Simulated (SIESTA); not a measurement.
Runs of SIESTA 5.4.2 on HfO2. The structure is monoclinic, space group P2_1/c (No. 14). Conventional cell: a = 5.118 Å, b = 5.186 Å, c = 5.284 Å, α = 90.00°, β = 99.35°, γ = 90.00°. Hf (site symmetry 1) is surrounded by 7 O at 2.03 to 2.25 Å. Around O (site symmetry 1) lie 3 Hf at 2.03 to 2.12 Å. Around O (site symmetry 1) lie 4 Hf at 2.14 to 2.25 Å. 

```tsv
potentials or basis	gap on the mesh (eV)	pressure (GPa)	largest force (eV/Å)
SG15 1.2 (PBE files) or PseudoDojo by element, DZP (energy shift 0.003 Ry; two zetas on semicore shells)	3.90	(c)	(b)
PseudoDojo 0.5 standard (PBE files), DZP (energy shift 0.003 Ry; two zetas on semicore shells)	4.00	8.7	0.52
PseudoDojo 0.4 standard (PBE files), DZP (energy shift 0.003 Ry; two zetas on semicore shells)	4.00	8.7	0.52
PseudoDojo 0.4 stringent (PBE files), DZP (energy shift 0.003 Ry; two zetas on semicore shells)	4.03	7.3	0.52
SPMS 1.0 (PBE files) or PseudoDojo by element, DZP (energy shift 0.003 Ry; two zetas on semicore shells)	3.99	7.4	(a)
```

Alike in all rows: task single point; level PBE; no spin polarisation; cell as given; k mesh 5 × 5 × 5; smearing fermi-dirac 0.05 eV; grid cutoff 800 Ry; energy shift 0.003 Ry.

Q: Estimate the missing entries.

A: (a) 0.49; (b) 0.50; (c) 5.5.

Caveats: spin-orbit coupling is left out, which moves the levels of the heavy elements; an odd mesh through Γ misses points on the zone boundary, where band edges often lie; the basis of atomic orbitals isn't converged, which shifts pressures, moduli and gaps; short orbitals over semicore shells can move pressures by several GPa (some runs); the valence orbitals were made in a potential fitted to the semicore shell under them, which widens gaps by tenths of an eV or more (some runs).

A k mesh can miss the band edges, and the runs leave out spin-orbit coupling on Hf.

The runs don't all hold the same shells in valence.
